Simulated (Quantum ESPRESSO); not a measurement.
# Al (Im-3m) in Quantum ESPRESSO: settings compared

One crystal, Al, is run at these levels: PBEsol, LDA; tasks: band structure, single point, equation of state.

All numbers are computed with Quantum ESPRESSO 7.5; they aren't measurements. Logs are shortened: lines on timing, memory, paths and dates and some standing lists are left out, and cuts for length are marked.

### Step 1. The crystal as given

It takes space group Im-3m (No. 229, cubic). Conventional cell: a = 3.182 Å, b = 3.182 Å, c = 3.182 Å, α = 90.00°, β = 90.00°, γ = 90.00°. Around Al (site symmetry m-3m) lie 8 Al at 2.76 Å.

This isn't the form of Al at room conditions, which is fcc.

### Step 2. Band structure, PBEsol

File pw.in:

```
&CONTROL
  calculation = 'scf'
  prefix = 'pwscf'
  outdir = './tmp'
  pseudo_dir = './pseudo'
  tprnfor = .true.
  tstress = .true.
  disk_io = 'low'
/
&SYSTEM
  ibrav = 0
  nat = 1
  ntyp = 1
  ecutwfc = 45
  ecutrho = 360
  nbnd = 6
  occupations = 'smearing'
  smearing = 'fd'
  degauss = 0.00367493
/
&ELECTRONS
  conv_thr = 2d-10
  electron_maxstep = 120
  mixing_beta = 0.5
/
ATOMIC_SPECIES
Al    26.9815 al_pbesol_v1.uspp.F.UPF
CELL_PARAMETERS angstrom
  -1.5912186900    1.5912186900    1.5912186900
   1.5912186900   -1.5912186900    1.5912186900
   1.5912186900    1.5912186900   -1.5912186900
ATOMIC_POSITIONS crystal
Al     0.0000000000    0.0000000000    0.0000000000
K_POINTS automatic
12 12 12 0 0 0
```

File bands.in:

```
&CONTROL
  calculation = 'bands'
  prefix = 'pwscf'
  outdir = './tmp'
  pseudo_dir = './pseudo'
  disk_io = 'low'
  verbosity = 'high'
/
&SYSTEM
  ibrav = 0
  nat = 1
  ntyp = 1
  ecutwfc = 45
  ecutrho = 360
  nbnd = 6
  occupations = 'smearing'
  smearing = 'fd'
  degauss = 0.00367493
/
&ELECTRONS
  conv_thr = 1d-08
  electron_maxstep = 120
  mixing_beta = 0.5
  diago_full_acc = .true.
  startingwfc = 'random'
/
ATOMIC_SPECIES
Al    26.9815 al_pbesol_v1.uspp.F.UPF
CELL_PARAMETERS angstrom
  -1.5912186900    1.5912186900    1.5912186900
   1.5912186900   -1.5912186900    1.5912186900
   1.5912186900    1.5912186900   -1.5912186900
ATOMIC_POSITIONS crystal
Al     0.0000000000    0.0000000000    0.0000000000
K_POINTS crystal
60
 0.0000000000  0.0000000000  0.0000000000 1
 0.0416666667 -0.0416666667  0.0416666667 1
 0.0833333333 -0.0833333333  0.0833333333 1
 0.1250000000 -0.1250000000  0.1250000000 1
 0.1666666667 -0.1666666667  0.1666666667 1
 0.2083333333 -0.2083333333  0.2083333333 1
 0.2500000000 -0.2500000000  0.2500000000 1
 0.2916666667 -0.2916666667  0.2916666667 1
 0.3333333333 -0.3333333333  0.3333333333 1
 0.3750000000 -0.3750000000  0.3750000000 1
 0.4166666667 -0.4166666667  0.4166666667 1
 0.4583333333 -0.4583333333  0.4583333333 1
 0.5000000000 -0.5000000000  0.5000000000 1
 0.4375000000 -0.4375000000  0.5000000000 1
 0.3750000000 -0.3750000000  0.5000000000 1
 0.3125000000 -0.3125000000  0.5000000000 1
 0.2500000000 -0.2500000000  0.5000000000 1
 0.1875000000 -0.1875000000  0.5000000000 1
 0.1250000000 -0.1250000000  0.5000000000 1
 0.0625000000 -0.0625000000  0.5000000000 1
 0.0000000000  0.0000000000  0.5000000000 1
 0.0000000000  0.0000000000  0.4444444444 1
 0.0000000000  0.0000000000  0.3888888889 1
 0.0000000000  0.0000000000  0.3333333333 1
 0.0000000000  0.0000000000  0.2777777778 1
 0.0000000000  0.0000000000  0.2222222222 1
 0.0000000000  0.0000000000  0.1666666667 1
 0.0000000000  0.0000000000  0.1111111111 1
 0.0000000000  0.0000000000  0.0555555556 1
 0.0000000000  0.0000000000  0.0000000000 1
 0.0227272727  0.0227272727  0.0227272727 1
 0.0454545455  0.0454545455  0.0454545455 1
 0.0681818182  0.0681818182  0.0681818182 1
 0.0909090909  0.0909090909  0.0909090909 1
 0.1136363636  0.1136363636  0.1136363636 1
 0.1363636364  0.1363636364  0.1363636364 1
 0.1590909091  0.1590909091  0.1590909091 1
 0.1818181818  0.1818181818  0.1818181818 1
 0.2045454545  0.2045454545  0.2045454545 1
 0.2272727273  0.2272727273  0.2272727273 1
 0.2500000000  0.2500000000  0.2500000000 1
 0.2708333333  0.1875000000  0.2708333333 1
 0.2916666667  0.1250000000  0.2916666667 1
 0.3125000000  0.0625000000  0.3125000000 1
 0.3333333333  0.0000000000  0.3333333333 1
 0.3541666667 -0.0625000000  0.3541666667 1
 0.3750000000 -0.1250000000  0.3750000000 1
 0.3958333333 -0.1875000000  0.3958333333 1
 0.4166666667 -0.2500000000  0.4166666667 1
 0.4375000000 -0.3125000000  0.4375000000 1
 0.4583333333 -0.3750000000  0.4583333333 1
 0.4791666667 -0.4375000000  0.4791666667 1
 0.5000000000 -0.5000000000  0.5000000000 1
 0.2500000000  0.2500000000  0.2500000000 1
 0.2083333333  0.2083333333  0.2916666667 1
 0.1666666667  0.1666666667  0.3333333333 1
 0.1250000000  0.1250000000  0.3750000000 1
 0.0833333333  0.0833333333  0.4166666667 1
 0.0416666667  0.0416666667  0.4583333333 1
 0.0000000000  0.0000000000  0.5000000000 1
```

Potentials or basis: GBRV 1.5 PBEsol.

Command:

```
$ OMP_NUM_THREADS=1 mpirun -n 2 pw.x -nk 2 -in pw.in > pw.out
$ OMP_NUM_THREADS=1 mpirun -n 2 pw.x -nk 2 -in bands.in > bands.out
```

pw.out:

```text
This program is part of the open-source Quantum ESPRESSO suite
     for quantum simulation of materials; please cite
         "P. Giannozzi et al., J. Phys.:Condens. Matter 21 395502 (2009);
         "P. Giannozzi et al., J. Phys.:Condens. Matter 29 465901 (2017);
         "P. Giannozzi et al., J. Chem. Phys. 152 154105 (2020);
     in publications or presentations arising from this work. More details at

     Message from routine setup:
     using ibrav=0 with symmetry is DISCOURAGED, use correct ibrav instead

     K-points division:     npool     =       2
     Subspace diagonalization in iterative solution of the eigenvalue problem:
     a serial algorithm will be used

     G-vector sticks info
     --------------------
     sticks:   dense  smooth     PW     G-vecs:    dense   smooth      PW
     Sum         731     367    151                12527     4417    1157

     Using Slab Decomposition

     bravais-lattice index     =            0
     lattice parameter (alat)  =       5.2082  a.u.
     unit-cell volume          =     108.7542 (a.u.)^3
     number of atoms/cell      =            1
     number of atomic types    =            1
     number of electrons       =         3.00
     number of Kohn-Sham states=            6
     kinetic-energy cutoff     =      45.0000  Ry
     charge density cutoff     =     360.0000  Ry
     scf convergence threshold =      2.0E-10
     mixing beta               =       0.5000
     number of iterations used =            8  plain     mixing
     Exchange-correlation= SLA  PW   PSX  PSC
                           (   1   4  10   8   0   0   0)

     celldm(1)=   5.208221  celldm(2)=   0.000000  celldm(3)=   0.000000
     celldm(4)=   0.000000  celldm(5)=   0.000000  celldm(6)=   0.000000

     crystal axes: (cart. coord. in units of alat)
               a(1) = (  -0.577350   0.577350   0.577350 )
               a(2) = (   0.577350  -0.577350   0.577350 )
               a(3) = (   0.577350   0.577350  -0.577350 )

     reciprocal axes: (cart. coord. in units 2 pi/alat)
               b(1) = ( -0.000000  0.866025  0.866025 )
               b(2) = (  0.866025 -0.000000  0.866025 )
               b(3) = (  0.866025  0.866025  0.000000 )

     PseudoPot. # 1 for Al read from file:
     al_pbesol_v1.uspp.F.UPF
     Pseudo is Ultrasoft + core correction, Zval =  3.0
     Generated by new atomic code, or converted to UPF format
     Using radial grid of  893 points,  3 beta functions with:
                l(1) =   0
                l(2) =   1
                l(3) =   2
     Q(r) pseudized with  8 coefficients,  rinner =    0.900   0.900   0.900
                                                       0.900   0.900

     atomic species   valence    mass     pseudopotential
     Al                3.00    26.98150     Al( 1.00)

     48 Sym. Ops., with inversion, found

   Cartesian axes

     site n.     atom                  positions (alat units)
         1        Al     tau(   1) = (   0.0000000   0.0000000   0.0000000  )

     number of k points=    72  Fermi-Dirac smearing, width (Ry)=  0.0037
                       cart. coord. in units 2pi/alat
        k(    1) = (   0.0000000   0.0000000   0.0000000), wk =   0.0011574
        k(    2) = (   0.0721688   0.0721688   0.0000000), wk =   0.0138889
        k(    3) = (   0.1443376   0.1443376   0.0000000), wk =   0.0138889
        k(    4) = (   0.2165064   0.2165064   0.0000000), wk =   0.0138889
        k(    5) = (   0.2886751   0.2886751   0.0000000), wk =   0.0138889
        k(    6) = (   0.3608439   0.3608439   0.0000000), wk =   0.0138889
[... 64 lines left out ...]
        k(   71) = (  -0.8660254  -0.0721688  -0.0721688), wk =   0.0138889
        k(   72) = (  -0.8660254  -0.8660254  -0.8660254), wk =   0.0011574

     Dense  grid:    12527 G-vectors     FFT dimensions: (  32,  32,  32)

     Smooth grid:     4417 G-vectors     FFT dimensions: (  24,  24,  24)

     Initial potential from superposition of free atoms

     starting charge       2.9976, renormalised to       3.0000
[... 48 lines left out ...]

     End of self-consistent calculation

          k = 0.0000 0.0000 0.0000 (   555 PWs)   bands (ev):

    -3.2332  21.4843  21.4843  22.8340  22.8340  22.8340

          k = 0.0722 0.0722 0.0000 (   565 PWs)   bands (ev):

    -3.0301  19.2795  20.2693  20.7251  22.1082  23.2104

          k = 0.1443 0.1443 0.0000 (   567 PWs)   bands (ev):

    -2.4226  15.8449  18.8785  19.3658  20.8291  22.0297

          k = 0.2165 0.2165 0.0000 (   559 PWs)   bands (ev):

    -1.4150  12.4477  17.7773  18.1304  19.6910  21.0394

          k = 0.2887 0.2887 0.0000 (   549 PWs)   bands (ev):

    -0.0154   9.2991  16.9890  17.2027  18.8461  20.2648

          k = 0.3608 0.3608 0.0000 (   553 PWs)   bands (ev):

     1.7621   6.4620  16.5162  16.6348  18.3319  19.7712

          k =-0.4330-0.4330 0.0000 (   546 PWs)   bands (ev):

     3.6567   4.2128  16.3587  16.4440  18.1595  19.6019

          k = 0.1443 0.0722 0.0722 (   563 PWs)   bands (ev):

    -2.6249  17.5873  17.7666  19.6084  22.2542  22.4958

          k = 0.2165 0.1443 0.0722 (   561 PWs)   bands (ev):

    -1.8173  14.2384  16.3211  18.3713  21.2233  22.5089

          k = 0.2887 0.2165 0.0722 (   560 PWs)   bands (ev):

    -0.6136  10.9692  15.2612  17.3787  20.2377  22.1413

          k = 0.3608 0.2887 0.0722 (   555 PWs)   bands (ev):

     0.9758   7.9780  14.5450  16.7023  19.5499  21.6583

          k = 0.4330 0.3608 0.0722 (   549 PWs)   bands (ev):

     2.9244   5.3236  14.1843  16.3612  19.1992  21.3772

          k = 0.2887 0.1443 0.1443 (   560 PWs)   bands (ev):

    -0.8136  12.7116  13.2763  17.3055  21.8444  22.1405

          k = 0.3608 0.2165 0.1443 (   554 PWs)   bands (ev):

     0.5804   9.8262  12.1299  16.4779  21.2087  23.0240

          k = 0.4330 0.2887 0.1443 (   554 PWs)   bands (ev):

     2.3498   7.0241  11.5601  15.9668  20.7177  23.8843

          k = 0.5052 0.3608 0.1443 (   550 PWs)   bands (ev):

     4.2271   4.7984  11.3718  15.7946  20.5493  24.1164

          k = 0.4330 0.2165 0.2165 (   553 PWs)   bands (ev):

     2.1557   8.7740   9.4858  15.8155  22.3687  22.7638

          k = 0.5052 0.2887 0.2165 (   552 PWs)   bands (ev):
[... 173 lines left out ...]
     3.5183   8.1335  11.7600  13.8966  17.4724  21.5122

          k = 0.0722-0.0722 0.5774 (   550 PWs)   bands (ev):

     3.3265   9.8709  10.3901  14.6071  15.7235  21.3697

          k =-0.8660-0.2165-0.2165 (   552 PWs)   bands (ev):

     5.3664   5.9527  11.5823  13.7281  19.0546  19.6154

          k =-0.7939-0.1443-0.2165 (   547 PWs)   bands (ev):

     5.2328   7.5618   9.8182  14.6679  16.8973  19.0824

          k =-0.7217-0.1443-0.1443 (   541 PWs)   bands (ev):

     7.0686   7.0686   8.0101  16.2507  16.2507  17.5836

          k =-0.0000-0.0000 0.5774 (   558 PWs)   bands (ev):

     3.1333  11.4028  11.4028  12.7023  14.4065  21.2341

          k = 0.0000-0.0722 0.6495 (   548 PWs)   bands (ev):

     4.8657   9.3553  10.8686  12.7247  14.6463  18.7299

          k =-0.8660-0.1443-0.1443 (   546 PWs)   bands (ev):

     6.6904   7.2489  10.6905  12.6693  15.8702  16.9806

          k =-0.7939-0.0722-0.1443 (   547 PWs)   bands (ev):

     6.7350   8.7474   9.3029  13.4507  14.3710  16.4942

          k = 0.0000 0.0000 0.7217 (   542 PWs)   bands (ev):

     6.5656  10.3338  10.3338  11.4895  13.0868  16.2377

          k =-0.8660-0.0722-0.0722 (   550 PWs)   bands (ev):

     8.3722   8.7892  10.1555  11.8267  13.0653  14.7826

          k =-0.8660-0.8660-0.8660 (   586 PWs)   bands (ev):

     9.9772   9.9772   9.9772  11.0851  11.0851  13.8300

     the Fermi energy is     8.0725 ev

!    total energy              =      -6.65655370 Ry
     estimated scf accuracy    <          3.2E-11 Ry
     smearing contrib. (-TS)   =      -0.00030124 Ry
     internal energy E=F+TS    =      -6.65625246 Ry

     The total energy is F=E-TS. E is the sum of the following terms:
     one-electron contribution =       3.04902403 Ry
     hartree contribution      =       0.00585056 Ry
     xc contribution           =      -4.26492573 Ry
     ewald contribution        =      -5.44620132 Ry

     convergence has been achieved in   6 iterations

     Forces acting on atoms (cartesian axes, Ry/au):

     atom    1 type  1   force =     0.00000000    0.00000000    0.00000000

     Total force =     0.000000     Total SCF correction =     0.000000

     Computing stress (Cartesian axis) and pressure

          total   stress  (Ry/bohr**3)                   (kbar)     P=       22.45
   0.00015259  -0.00000000  -0.00000000           22.45       -0.00       -0.00
  -0.00000000   0.00015259  -0.00000000           -0.00       22.45       -0.00
  -0.00000000  -0.00000000   0.00015259           -0.00       -0.00       22.45

=------------------------------------------------------------------------------=
   JOB DONE.
=------------------------------------------------------------------------------=
```

Wall time 3.9 s (2 MPI ranks of Arm Neoverse V2, shared host); peak memory 0.18 GiB.

What came out:

| Item | Value |
| --- | --- |
| Free energy | -90.5670 eV |
| Pressure | 2.2 GPa |
| Band gap on the k mesh | none (metal or under the smearing width) |

Levels at the corners of the path, in eV from the Fermi level:
| point | band 1 | band 2 | band 3 | band 4 | band 5 | band 6 |
| --- | --- | --- | --- | --- | --- | --- |
| Γ | -11.31 | 13.41 | 13.41 | 13.41 | 14.76 | 14.76 |
| H | 1.90 | 1.90 | 1.90 | 3.01 | 3.01 | 5.76 |
| N | -4.42 | -3.86 | 8.29 | 8.37 | 10.09 | 11.53 |
| Γ | -11.31 | 13.41 | 13.41 | 13.41 | 14.76 | 14.76 |
| P | -1.00 | -1.00 | -1.00 | 0.50 | 22.08 | 22.08 |
| H | 1.90 | 1.90 | 1.90 | 3.01 | 3.01 | 5.76 |
| P | -1.00 | -1.00 | -1.00 | 0.50 | 22.08 | 22.08 |
| N | -4.42 | -3.86 | 8.29 | 8.37 | 10.09 | 11.53 |

### Step 3. Single point, LDA, 15.15 Å³/atom

Edit pw.in of step 2 so:

```diff
@@ -7,3 +7,3 @@
   tstress = .true.
-  disk_io = 'low'
+  disk_io = 'nowf'
 /
@@ -26,7 +26,7 @@
 ATOMIC_SPECIES
-Al    26.9815 al_pbesol_v1.uspp.F.UPF
+Al    26.9815 al_lda_v1.uspp.F.UPF
 CELL_PARAMETERS angstrom
-  -1.5912186900    1.5912186900    1.5912186900
-   1.5912186900   -1.5912186900    1.5912186900
-   1.5912186900    1.5912186900   -1.5912186900
+  -1.5587357247    1.5587357247    1.5587357247
+   1.5587357247   -1.5587357247    1.5587357247
+   1.5587357247    1.5587357247   -1.5587357247
 ATOMIC_POSITIONS crystal
```

Potentials or basis: GBRV 1.5 LDA.

Command:

```
$ OMP_NUM_THREADS=1 mpirun -n 2 pw.x -nk 2 -in pw.in > pw.out
```

Wall time 1.9 s (2 MPI ranks of Arm Neoverse V2, shared host); peak memory 0.18 GiB.

The run converged. Its results:

```yaml
Free_energy: -90.2764 eV
Pressure: 5.9 GPa
Band_gap_on_the_k_mesh: none (metal or under the smearing width)
```

### Step 4. Single point, LDA, 15.47 Å³/atom

Edit pw.in of step 3 so:

```diff
@@ -28,5 +28,5 @@
 CELL_PARAMETERS angstrom
-  -1.5587357247    1.5587357247    1.5587357247
-   1.5587357247   -1.5587357247    1.5587357247
-   1.5587357247    1.5587357247   -1.5587357247
+  -1.5697130985    1.5697130985    1.5697130985
+   1.5697130985   -1.5697130985    1.5697130985
+   1.5697130985    1.5697130985   -1.5697130985
 ATOMIC_POSITIONS crystal
```

Command:

```
$ OMP_NUM_THREADS=1 mpirun -n 2 pw.x -nk 2 -in pw.in > pw.out
```

It took 1.9 s on 2 MPI ranks of Arm Neoverse V2, shared host; peak memory 0.18 GiB.

It converged, with:

```yaml
Free_energy: -90.2864 eV
Pressure: 4.0 GPa
Band_gap_on_the_k_mesh: none (metal or under the smearing width)
```

### Step 5. Single point, LDA, 15.79 Å³/atom

Edit pw.in of step 4 so:

```diff
@@ -28,5 +28,5 @@
 CELL_PARAMETERS angstrom
-  -1.5697130985    1.5697130985    1.5697130985
-   1.5697130985   -1.5697130985    1.5697130985
-   1.5697130985    1.5697130985   -1.5697130985
+  -1.5805390481    1.5805390481    1.5805390481
+   1.5805390481   -1.5805390481    1.5805390481
+   1.5805390481    1.5805390481   -1.5805390481
 ATOMIC_POSITIONS crystal
```

Command:

```
$ OMP_NUM_THREADS=1 mpirun -n 2 pw.x -nk 2 -in pw.in > pw.out
```

It took 1.9 s on 2 MPI ranks of Arm Neoverse V2, shared host; peak memory 0.18 GiB.

It converged, with:

| Property | Result |
| --- | --- |
| Free energy | -90.2925 eV |
| Pressure | 2.2 GPa |
| Band gap on the k mesh | none (metal or under the smearing width) |

### Step 6. Single point, LDA, 16.12 Å³/atom

Edit pw.in of step 5 so:

```diff
@@ -28,5 +28,5 @@
 CELL_PARAMETERS angstrom
-  -1.5805390481    1.5805390481    1.5805390481
-   1.5805390481   -1.5805390481    1.5805390481
-   1.5805390481    1.5805390481   -1.5805390481
+  -1.5912186900    1.5912186900    1.5912186900
+   1.5912186900   -1.5912186900    1.5912186900
+   1.5912186900    1.5912186900   -1.5912186900
 ATOMIC_POSITIONS crystal
```

Potentials or basis: GBRV 1.5 LDA.

Command:

```
$ OMP_NUM_THREADS=1 mpirun -n 2 pw.x -nk 2 -in pw.in > pw.out
```

Wall time 2 s (2 MPI ranks of Arm Neoverse V2, shared host); peak memory 0.18 GiB.

The run converged. Its results:

* Free energy: -90.2953 eV
* Pressure: 0.6 GPa
* Band gap on the k mesh: none (metal or under the smearing width)

### Step 7. Single point, LDA, 16.44 Å³/atom

Edit pw.in of step 6 so:

```diff
@@ -28,5 +28,5 @@
 CELL_PARAMETERS angstrom
-  -1.5912186900    1.5912186900    1.5912186900
-   1.5912186900   -1.5912186900    1.5912186900
-   1.5912186900    1.5912186900   -1.5912186900
+  -1.6017568692    1.6017568692    1.6017568692
+   1.6017568692   -1.6017568692    1.6017568692
+   1.6017568692    1.6017568692   -1.6017568692
 ATOMIC_POSITIONS crystal
```

Command:

```
$ OMP_NUM_THREADS=1 mpirun -n 2 pw.x -nk 2 -in pw.in > pw.out
```

Run time: 2 s. Hardware: 2 MPI ranks of Arm Neoverse V2, shared host; peak memory 0.18 GiB.

Results (log left out):

```yaml
Free_energy: -90.2949 eV
Pressure: -0.9 GPa
Band_gap_on_the_k_mesh: none (metal or under the smearing width)
```

### Step 8. Single point, LDA, 16.76 Å³/atom

Edit pw.in of step 7 so:

```diff
@@ -28,5 +28,5 @@
 CELL_PARAMETERS angstrom
-  -1.6017568692    1.6017568692    1.6017568692
-   1.6017568692   -1.6017568692    1.6017568692
-   1.6017568692    1.6017568692   -1.6017568692
+  -1.6121581793    1.6121581793    1.6121581793
+   1.6121581793   -1.6121581793    1.6121581793
+   1.6121581793    1.6121581793   -1.6121581793
 ATOMIC_POSITIONS crystal
```

Command:

```
$ OMP_NUM_THREADS=1 mpirun -n 2 pw.x -nk 2 -in pw.in > pw.out
```

Wall time 2 s (2 MPI ranks of Arm Neoverse V2, shared host); peak memory 0.18 GiB.

Results (log left out):

```yaml
Free_energy: -90.2917 eV
Pressure: -2.2 GPa
Band_gap_on_the_k_mesh: none (metal or under the smearing width)
```

### Step 9. Single point, LDA, 17.08 Å³/atom

Edit pw.in of step 8 so:

```diff
@@ -28,5 +28,5 @@
 CELL_PARAMETERS angstrom
-  -1.6121581793    1.6121581793    1.6121581793
-   1.6121581793   -1.6121581793    1.6121581793
-   1.6121581793    1.6121581793   -1.6121581793
+  -1.6224269796    1.6224269796    1.6224269796
+   1.6224269796   -1.6224269796    1.6224269796
+   1.6224269796    1.6224269796   -1.6224269796
 ATOMIC_POSITIONS crystal
```

Potentials or basis: GBRV 1.5 LDA.

Command:

```
$ OMP_NUM_THREADS=1 mpirun -n 2 pw.x -nk 2 -in pw.in > pw.out
```

It took 2 s on 2 MPI ranks of Arm Neoverse V2, shared host; peak memory 0.18 GiB.

Results (log left out):

```yaml
Free_energy: -90.2860 eV
Pressure: -3.4 GPa
Band_gap_on_the_k_mesh: none (metal or under the smearing width)
```

### Step 10. Equation of state, LDA

No new run: the results of the series are fitted here.

Results:

```yaml
Equilibrium_volume: 16.24 Å³/atom
Bulk_modulus: 75 GPa
Pressure_derivative_of_the_bulk_modulus: 4.0
```

Energy against volume, from the lowest point:
| volume (Å³/atom) | energy (meV/atom) |
| --- | --- |
| 15.149 | 18.86 |
| 15.471 | 8.90 |
| 15.793 | 2.75 |
| 16.116 | 0.00 |
| 16.438 | 0.37 |
| 16.760 | 3.53 |
| 17.083 | 9.22 |

### Step 11. The reference run

An earlier run on the cell as given: functional PBEsol; potentials or basis GBRV 1.5 PBEsol; cutoff 612 eV; density cutoff 4898 eV; k mesh 12 × 12 × 12; occupations fermi-dirac, width 0.05 eV; no spin polarisation.

* Pressure: 2.2 GPa
* Band gap on the k mesh: none (metal or under the smearing width)

### Step 12. Summary

| task | level | potentials or basis | form of the LDA correlation | gap on the mesh (eV) | pressure (GPa) |
| --- | --- | --- | --- | --- | --- |
| band structure | PBEsol | GBRV 1.5 PBEsol | - | none | 2.2 |
| equation of state | LDA | GBRV 1.5 LDA | PZ81 | - | - |
| single point | PBEsol | GBRV 1.5 PBEsol | - | none | 2.2 |

Alike in all rows: no spin polarisation; cell as given; k mesh 12 × 12 × 12; cutoff (eV) 612; smearing fermi-dirac 0.05 eV.

Absolute energies hang on the potentials; compare differences alone.
